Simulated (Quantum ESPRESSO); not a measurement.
# KBr (Fm-3m) in Quantum ESPRESSO: settings compared, part 2 of 2

Quantum ESPRESSO 7.5. The steps go on from the part before.

### Step 3. Dielectric tensor, PBEsol

pw.in

```
&CONTROL
  calculation = 'scf'
  prefix = 'pwscf'
  outdir = './tmp'
  pseudo_dir = './pseudo'
  tprnfor = .true.
  tstress = .true.
  disk_io = 'low'
/
&SYSTEM
  ibrav = 0
  nat = 2
  ntyp = 2
  ecutwfc = 74
  nbnd = 14
  occupations = 'smearing'
  smearing = 'fd'
  degauss = 0.00367493
/
&ELECTRONS
  conv_thr = 4d-10
  electron_maxstep = 120
  mixing_beta = 0.5
/
ATOMIC_SPECIES
Br    79.9040 Br.upf
K     39.0983 K.upf
CELL_PARAMETERS angstrom
   0.0000000000    3.3000000000    3.3000000000
   3.3000000000    0.0000000000    3.3000000000
   3.3000000000    3.3000000000    0.0000000000
ATOMIC_POSITIONS crystal
Br     0.5000000000    0.5000000000    0.5000000000
K      0.0000000000    0.0000000000    0.0000000000
K_POINTS automatic
6 6 6 1 1 1
```

scf2.in

```
&CONTROL
  calculation = 'scf'
  prefix = 'pwscf'
  outdir = './tmp'
  pseudo_dir = './pseudo'
  tprnfor = .true.
  tstress = .true.
  disk_io = 'low'
/
&SYSTEM
  ibrav = 0
  nat = 2
  ntyp = 2
  ecutwfc = 74
  nbnd = 14
  occupations = 'fixed'
/
&ELECTRONS
  conv_thr = 1d-13
  electron_maxstep = 120
  mixing_beta = 0.5
  startingpot = 'file'
  startingwfc = 'file'
/
ATOMIC_SPECIES
Br    79.9040 Br.upf
K     39.0983 K.upf
CELL_PARAMETERS angstrom
   0.0000000000    3.3000000000    3.3000000000
   3.3000000000    0.0000000000    3.3000000000
   3.3000000000    3.3000000000    0.0000000000
ATOMIC_POSITIONS crystal
Br     0.5000000000    0.5000000000    0.5000000000
K      0.0000000000    0.0000000000    0.0000000000
K_POINTS automatic
6 6 6 1 1 1
```

ph.in

```
dielectric of KBr
&INPUTPH
  prefix = 'pwscf'
  outdir = './tmp'
  tr2_ph = 1d-18
  fildyn = 'dyn'
  niter_ph = 90
  alpha_mix(1) = 0.7
  epsil = .true.
  trans = .false.
  zeu = .true.
/
0.0000000000 0.0000000000 0.0000000000
```

Potentials or basis: PseudoDojo 0.4.1 SR PBEsol standard.

Launch:

```console
$ OMP_NUM_THREADS=1 pw.x -in pw.in > pw.out
$ OMP_NUM_THREADS=1 pw.x -in scf2.in > scf2.out
$ OMP_NUM_THREADS=1 ph.x -in ph.in > ph.out
```

pw.out:

```text
This program is part of the open-source Quantum ESPRESSO suite
     for quantum simulation of materials; please cite
[... 9 lines left out ...]
     --------------------
     sticks:   dense  smooth     PW     G-vecs:    dense   smooth      PW
     Sum        1585    1585    463                41655    41655    6615

     Using Slab Decomposition

     bravais-lattice index     =            0
     lattice parameter (alat)  =       8.8192  a.u.
     unit-cell volume          =     485.0298 (a.u.)^3
     number of atoms/cell      =            2
     number of atomic types    =            2
     number of electrons       =        16.00
     number of Kohn-Sham states=           14
     kinetic-energy cutoff     =      74.0000  Ry
     charge density cutoff     =     296.0000  Ry
     scf convergence threshold =      4.0E-10
     mixing beta               =       0.5000
     number of iterations used =            8  plain     mixing
     Exchange-correlation= PBESOL
                           (   1   4  10   8   0   0   0)

     celldm(1)=   8.819172  celldm(2)=   0.000000  celldm(3)=   0.000000
     celldm(4)=   0.000000  celldm(5)=   0.000000  celldm(6)=   0.000000

[... 8 lines left out ...]
               b(3) = (  0.707107  0.707107 -0.707107 )

     PseudoPot. # 1 for Br read from file:
     Br.upf
     Pseudo is Norm-conserving + core correction, Zval =  7.0
     Generated using ONCVPSP code by D. R. Hamann
     Using radial grid of 1098 points,  6 beta functions with:
                l(1) =   0
                l(2) =   0
                l(3) =   1
                l(4) =   1
                l(5) =   2
                l(6) =   2

     PseudoPot. # 2 for K  read from file:
     K.upf
     Pseudo is Norm-conserving + core correction, Zval =  9.0
     Generated using ONCVPSP code by D. R. Hamann
     Using radial grid of 2250 points,  6 beta functions with:
                l(1) =   0
                l(2) =   0
                l(3) =   1
                l(4) =   1
                l(5) =   2
                l(6) =   2

     atomic species   valence    mass     pseudopotential
     Br                7.00    79.90400     Br( 1.00)
     K                 9.00    39.09830     K ( 1.00)

     48 Sym. Ops., with inversion, found

   Cartesian axes

     site n.     atom                  positions (alat units)
         1        Br     tau(   1) = (   0.7071068   0.7071068   0.7071068  )
         2        K      tau(   2) = (   0.0000000   0.0000000   0.0000000  )

     number of k points=    28  Fermi-Dirac smearing, width (Ry)=  0.0037
                       cart. coord. in units 2pi/alat
        k(    1) = (   0.0589256   0.0589256   0.0589256), wk =   0.0185185
        k(    2) = (   0.1767767   0.1767767  -0.0589256), wk =   0.0555556
        k(    3) = (   0.2946278   0.2946278  -0.1767767), wk =   0.0555556
        k(    4) = (  -0.2946278  -0.2946278   0.4124790), wk =   0.0555556
        k(    5) = (  -0.1767767  -0.1767767   0.2946278), wk =   0.0555556
        k(    6) = (  -0.0589256  -0.0589256   0.1767767), wk =   0.0555556
[... 20 lines left out ...]
        k(   27) = (   0.2946278   0.2946278   0.2946278), wk =   0.0185185
        k(   28) = (  -0.2946278  -0.2946278   0.8838835), wk =   0.0555556

     Dense  grid:    41655 G-vectors     FFT dimensions: (  50,  50,  50)

     Initial potential from superposition of free atoms

     starting charge      15.9810, renormalised to      16.0000
     Starting wfcs are    9 randomized atomic wfcs +    5 random wfcs

     Self-consistent Calculation

     iteration #  1     ecut=    74.00 Ry     beta= 0.50
     Davidson diagonalization with overlap
     ethr =  1.00E-02,  avg # of iterations =  7.5

     Threshold (ethr) on eigenvalues was too large:
     Diagonalizing with lowered threshold

     Davidson diagonalization with overlap
     ethr =  2.52E-04,  avg # of iterations =  5.1

     total energy              =     -91.67315064 Ry
     estimated scf accuracy    <       0.03892994 Ry
[... 5 lines left out ...]
     total energy              =     -91.68096732 Ry
     estimated scf accuracy    <       0.00200124 Ry

     iteration #  3     ecut=    74.00 Ry     beta= 0.50
     Davidson diagonalization with overlap
     c_bands:  1 eigenvalues not converged
     ethr =  1.25E-05,  avg # of iterations =  8.6

     total energy              =     -91.68136151 Ry
     estimated scf accuracy    <       0.00049008 Ry

     iteration #  4     ecut=    74.00 Ry     beta= 0.50
     Davidson diagonalization with overlap
     ethr =  3.06E-06,  avg # of iterations =  4.0
[... 32 lines left out ...]
     iteration #  9     ecut=    74.00 Ry     beta= 0.50
     Davidson diagonalization with overlap
     ethr =  3.16E-12,  avg # of iterations =  2.0

     End of self-consistent calculation

          k = 0.0589 0.0589 0.0589 (  5143 PWs)   bands (ev):

   -26.5837 -11.2959 -10.1277 -10.1277 -10.1101   0.9181   1.0030   1.0030
     5.4953   8.5027   8.6470   8.6470   9.4881   9.4881
[... 73 lines left out ...]
   -26.5766 -11.2066 -10.2101 -10.1626 -10.1481   0.2049   0.6896   0.7340
     6.8962   8.1993  10.1263  10.3968  10.7291  11.6552

          k =-0.5303 0.1768-0.0589 (  5217 PWs)   bands (ev):

   -26.5774 -11.2941 -10.1702 -10.1605 -10.0627   0.1736   0.6299   0.7057
     7.3849   8.1529   9.8664  10.5818  10.8200  11.2126

          k =-0.4125 0.0589 0.0589 (  5208 PWs)   bands (ev):
[... 51 lines left out ...]
   -26.5777 -11.3950 -10.1558 -10.1375  -9.9471  -0.0385   0.5948   0.6807
     7.7533   8.9066  10.0416  10.5404  10.5884  11.5815

     the Fermi energy is     2.5395 ev

!    total energy              =     -91.68142229 Ry
     estimated scf accuracy    <          1.2E-10 Ry
     smearing contrib. (-TS)   =      -0.00000000 Ry
     internal energy E=F+TS    =     -91.68142229 Ry

     The total energy is F=E-TS. E is the sum of the following terms:
     one-electron contribution =     -29.08419481 Ry
     hartree contribution      =      19.21963902 Ry
     xc contribution           =     -23.01899133 Ry
     ewald contribution        =     -58.79787517 Ry

     convergence has been achieved in   9 iterations

     Forces acting on atoms (cartesian axes, Ry/au):

     atom    1 type  1   force =     0.00000000   -0.00000000   -0.00000000
     atom    2 type  2   force =    -0.00000000    0.00000000    0.00000000

     Total force =     0.000000     Total SCF correction =     0.000000

     Computing stress (Cartesian axis) and pressure

          total   stress  (Ry/bohr**3)                   (kbar)     P=       -3.43
  -0.00002330   0.00000000   0.00000000           -3.43        0.00        0.00
   0.00000000  -0.00002330  -0.00000000            0.00       -3.43       -0.00
   0.00000000  -0.00000000  -0.00002330            0.00       -0.00       -3.43

=------------------------------------------------------------------------------=
   JOB DONE.
=------------------------------------------------------------------------------=
```

Wall time 5.8 min (1 thread of Intel Xeon Platinum 8259CL at 2.50GHz (Skylake/Cascade Lake), shared host); peak memory 0.11 GiB.

Results:

```yaml
Free_energy: -1247.3893 eV
Pressure: -0.3 GPa
Electronic_dielectric_tensor_diagonal: 2.59
Born_charges_mean_of_the_diagonal: Br -1.13; K +1.13 e
```

Electronic dielectric tensor:
```
2.59 0.00 0.00
0.00 2.59 0.00
0.00 0.00 2.59
```

Born effective charge tensors (e):
atom 1, Br
```
-1.13  0.00  0.00
 0.00 -1.13  0.00
 0.00  0.00 -1.13
```
atom 2, K
```
1.13 0.00 0.00
0.00 1.13 0.00
0.00 0.00 1.13
```

### Step 4. Dielectric tensor, WC

Changes to pw.in since step 3:

```diff
@@ -15,2 +15,3 @@
   nbnd = 14
+  input_dft = 'wc'
   occupations = 'smearing'
```

Changes to scf2.in since step 3:

```diff
@@ -15,2 +15,3 @@
   nbnd = 14
+  input_dft = 'wc'
   occupations = 'fixed'
```

ph.in is that of step 3.

Potentials or basis: PseudoDojo 0.4.1 SR PBE standard.

Launch:

```console
$ OMP_NUM_THREADS=1 pw.x -in pw.in > pw.out
$ OMP_NUM_THREADS=1 pw.x -in scf2.in > scf2.out
$ OMP_NUM_THREADS=1 ph.x -in ph.in > ph.out
```

pw.out:

```text
This program is part of the open-source Quantum ESPRESSO suite
     for quantum simulation of materials; please cite
         "P. Giannozzi et al., J. Phys.:Condens. Matter 21 395502 (2009);
         "P. Giannozzi et al., J. Phys.:Condens. Matter 29 465901 (2017);
         "P. Giannozzi et al., J. Chem. Phys. 152 154105 (2020);
     in publications or presentations arising from this work. More details at

     IMPORTANT: XC functional enforced from input :
     Exchange-correlation= WC
                           (   1   4  11   4   0   0   0)
     Any further DFT definition will be discarded
     Please, verify this is what you really want

     Message from routine setup:
     using ibrav=0 with symmetry is DISCOURAGED, use correct ibrav instead

     G-vector sticks info
     --------------------
     sticks:   dense  smooth     PW     G-vecs:    dense   smooth      PW
     Sum        1585    1585    463                41655    41655    6615

     Using Slab Decomposition

     bravais-lattice index     =            0
     lattice parameter (alat)  =       8.8192  a.u.
     unit-cell volume          =     485.0298 (a.u.)^3
     number of atoms/cell      =            2
     number of atomic types    =            2
     number of electrons       =        16.00
     number of Kohn-Sham states=           14
     kinetic-energy cutoff     =      74.0000  Ry
     charge density cutoff     =     296.0000  Ry
     scf convergence threshold =      4.0E-10
     mixing beta               =       0.5000
[... 91 lines left out ...]
     Self-consistent Calculation

     iteration #  1     ecut=    74.00 Ry     beta= 0.50
     Davidson diagonalization with overlap
     ethr =  1.00E-02,  avg # of iterations =  7.4

     Threshold (ethr) on eigenvalues was too large:
     Diagonalizing with lowered threshold

     Davidson diagonalization with overlap
     ethr =  2.44E-04,  avg # of iterations =  5.8

     total energy              =     -91.68005513 Ry
     estimated scf accuracy    <       0.03776598 Ry
[... 50 lines left out ...]
     iteration #  9     ecut=    74.00 Ry     beta= 0.50
     Davidson diagonalization with overlap
     ethr =  4.35E-12,  avg # of iterations =  2.1

     End of self-consistent calculation

          k = 0.0589 0.0589 0.0589 (  5143 PWs)   bands (ev):

   -26.6315 -11.2517 -10.1297 -10.1297 -10.1112   0.9395   1.0235   1.0235
     5.5754   8.5563   8.6987   8.6987   9.5122   9.5122
[... 73 lines left out ...]
   -26.6245 -11.1622 -10.2109 -10.1642 -10.1489   0.2282   0.7107   0.7548
     6.9582   8.2613  10.2017  10.4168  10.7717  11.7128

          k =-0.5303 0.1768-0.0589 (  5217 PWs)   bands (ev):

   -26.6253 -11.2531 -10.1716 -10.1621 -10.0598   0.1972   0.6513   0.7266
     7.4473   8.2221   9.9234  10.6090  10.8750  11.2717

          k =-0.4125 0.0589 0.0589 (  5208 PWs)   bands (ev):
[... 51 lines left out ...]
   -26.6256 -11.3571 -10.1574 -10.1393  -9.9407  -0.0136   0.6161   0.7010
     7.8210   8.9811  10.0929  10.5942  10.6502  11.6235

     the Fermi energy is     2.5492 ev

!    total energy              =     -91.68832026 Ry
     estimated scf accuracy    <          3.5E-11 Ry
     smearing contrib. (-TS)   =      -0.00000000 Ry
     internal energy E=F+TS    =     -91.68832026 Ry

     The total energy is F=E-TS. E is the sum of the following terms:
     one-electron contribution =     -29.00884868 Ry
     hartree contribution      =      19.19866682 Ry
     xc contribution           =     -23.08026323 Ry
     ewald contribution        =     -58.79787517 Ry

     convergence has been achieved in   9 iterations

     Forces acting on atoms (cartesian axes, Ry/au):

     atom    1 type  1   force =     0.00000000    0.00000000    0.00000000
     atom    2 type  2   force =     0.00000000    0.00000000   -0.00000000

     Total force =     0.000000     Total SCF correction =     0.000000

     Computing stress (Cartesian axis) and pressure

          total   stress  (Ry/bohr**3)                   (kbar)     P=       -1.47
  -0.00000996  -0.00000000  -0.00000000           -1.47       -0.00       -0.00
  -0.00000000  -0.00000996  -0.00000000           -0.00       -1.47       -0.00
  -0.00000000  -0.00000000  -0.00000996           -0.00       -0.00       -1.47

=------------------------------------------------------------------------------=
   JOB DONE.
=------------------------------------------------------------------------------=
```

Run time: 5.4 min. Hardware: 1 thread of Intel Xeon Platinum 8259CL at 2.50GHz (Skylake/Cascade Lake), shared host; peak memory 0.11 GiB.

What came out:

```yaml
Free_energy: -1247.4831 eV
Pressure: -0.1 GPa
Electronic_dielectric_tensor_diagonal: 2.59
Born_charges_mean_of_the_diagonal: Br -1.13; K +1.13 e
```

Levels at points of the mesh, in eV from the valence-band top:
| k point | band 6 | band 7 | band 8 | band 9 | band 10 | band 11 |
| --- | --- | --- | --- | --- | --- | --- |
| (0.08, 0.08, 0.08) | -0.08 | 0.00 | 0.00 | 4.55 | 7.53 | 7.68 |

Electronic dielectric tensor:
```
2.59 0.00 0.00
0.00 2.59 0.00
0.00 0.00 2.59
```

Born effective charge tensors (e):
atom 1, Br
```
-1.13  0.00  0.00
 0.00 -1.13  0.00
 0.00  0.00 -1.13
```
atom 2, K
```
1.13 0.00 0.00
0.00 1.13 0.00
0.00 0.00 1.13
```

Caveat: the potentials were made for another functional, which shifts forces and pressure.

### Step 5. Dielectric tensor, BLYP

Changes to pw.in since step 4:

```diff
@@ -15,3 +15,3 @@
   nbnd = 14
-  input_dft = 'wc'
+  input_dft = 'blyp'
   occupations = 'smearing'
```

Changes to scf2.in since step 4:

```diff
@@ -15,3 +15,3 @@
   nbnd = 14
-  input_dft = 'wc'
+  input_dft = 'blyp'
   occupations = 'fixed'
```

ph.in is that of step 4.

Potentials or basis: PseudoDojo 0.4.1 SR PBE standard.

Launch:

```console
$ OMP_NUM_THREADS=1 pw.x -in pw.in > pw.out
$ OMP_NUM_THREADS=1 pw.x -in scf2.in > scf2.out
$ OMP_NUM_THREADS=1 ph.x -in ph.in > ph.out
```

pw.out:

```text
This program is part of the open-source Quantum ESPRESSO suite
     for quantum simulation of materials; please cite
         "P. Giannozzi et al., J. Phys.:Condens. Matter 21 395502 (2009);
         "P. Giannozzi et al., J. Phys.:Condens. Matter 29 465901 (2017);
         "P. Giannozzi et al., J. Chem. Phys. 152 154105 (2020);
     in publications or presentations arising from this work. More details at

     IMPORTANT: XC functional enforced from input :
     Exchange-correlation= BLYP
                           (   1   3   1   3   0   0   0)
     Any further DFT definition will be discarded
     Please, verify this is what you really want

     Message from routine setup:
     using ibrav=0 with symmetry is DISCOURAGED, use correct ibrav instead

     G-vector sticks info
     --------------------
     sticks:   dense  smooth     PW     G-vecs:    dense   smooth      PW
     Sum        1585    1585    463                41655    41655    6615

     Using Slab Decomposition

[... 252 lines left out ...]

          k =-0.5303 0.1768-0.0589 (  5217 PWs)   bands (ev):

   -26.3843 -10.8946  -9.9294  -9.9202  -9.8064   0.6070   1.0494   1.1226
     7.9132   8.6577  10.3566  10.9438  11.1825  11.5350

          k =-0.4125 0.0589 0.0589 (  5208 PWs)   bands (ev):
[... 51 lines left out ...]
   -26.3846 -11.0061  -9.9159  -9.8983  -9.6797   0.3953   1.0146   1.0949
     8.3536   9.4468  10.4479  10.8951  10.9712  12.0024

     the Fermi energy is     2.8494 ev

!    total energy              =     -91.66334132 Ry
     estimated scf accuracy    <          3.8E-11 Ry
     smearing contrib. (-TS)   =      -0.00000000 Ry
     internal energy E=F+TS    =     -91.66334132 Ry

     The total energy is F=E-TS. E is the sum of the following terms:
     one-electron contribution =     -29.03085297 Ry
     hartree contribution      =      19.23646302 Ry
     xc contribution           =     -23.07107620 Ry
     ewald contribution        =     -58.79787517 Ry

     convergence has been achieved in   9 iterations

     Forces acting on atoms (cartesian axes, Ry/au):

     atom    1 type  1   force =    -0.00000000    0.00000000   -0.00000000
     atom    2 type  2   force =     0.00000000   -0.00000000    0.00000000

     Total force =     0.000000     Total SCF correction =     0.000000

     Computing stress (Cartesian axis) and pressure

          total   stress  (Ry/bohr**3)                   (kbar)     P=       15.22
   0.00010344  -0.00000000  -0.00000000           15.22       -0.00       -0.00
  -0.00000000   0.00010344  -0.00000000           -0.00       15.22       -0.00
  -0.00000000  -0.00000000   0.00010344           -0.00       -0.00       15.22

=------------------------------------------------------------------------------=
   JOB DONE.
=------------------------------------------------------------------------------=
```

It took 6.4 min on 1 thread of Intel Xeon Platinum 8259CL at 2.50GHz (Skylake/Cascade Lake), shared host; peak memory 0.11 GiB.

Results:

```
Free energy                             : -1247.1433 eV
Pressure                                : 1.5 GPa
Electronic dielectric tensor (diagonal) : 2.54
Born charges (mean of the diagonal)     : Br -1.12; K +1.12 e
```

Electronic dielectric tensor:
```
2.54 0.00 0.00
0.00 2.54 0.00
0.00 0.00 2.54
```

Born effective charge tensors (e):
atom 1, Br
```
-1.12  0.00  0.00
 0.00 -1.12  0.00
 0.00  0.00 -1.12
```
atom 2, K
```
1.12 0.00 0.00
0.00 1.12 0.00
0.00 0.00 1.12
```

Caveat: the potentials were made for another functional, which shifts forces and pressure.

### Step 6. The runs side by side

| level | potentials or basis | pressure (GPa) |
| --- | --- | --- |
| PBE | PseudoDojo 0.4.1 SR PBE standard | 0.7 |
| PBEsol | PseudoDojo 0.4.1 SR PBEsol standard | -0.3 |
| WC | PseudoDojo 0.4.1 SR PBE standard | -0.1 |
| BLYP | PseudoDojo 0.4.1 SR PBE standard | 1.5 |

Alike in all rows: task dielectric tensor; no spin polarisation; cell as given; k mesh 6 × 6 × 6, shifted; cutoff (eV) 1007; smearing fermi-dirac 0.05 eV.

Caveats: the potentials were made for another functional, which shifts forces and pressure (some runs).

Absolute energies hang on the potentials; compare differences alone.

### Step 7. Against experiment

Step 2. Against the measured high-frequency dielectric constant of KBr, 2.36 (a printed reference work, monograph), the calculated 2.55 is off by +8.2 %.

Step 3. Measured high-frequency dielectric constant of KBr: 2.36 (a printed reference work, monograph). This calculation gives 2.59 (+9.7 %).

Step 4. Measured high-frequency dielectric constant of KBr: 2.36 (a printed reference work, monograph). This calculation gives 2.59 (+9.6 %).

Step 5. Against the measured high-frequency dielectric constant of KBr, 2.36 (a printed reference work, monograph), the calculated 2.54 is off by +7.6 %.
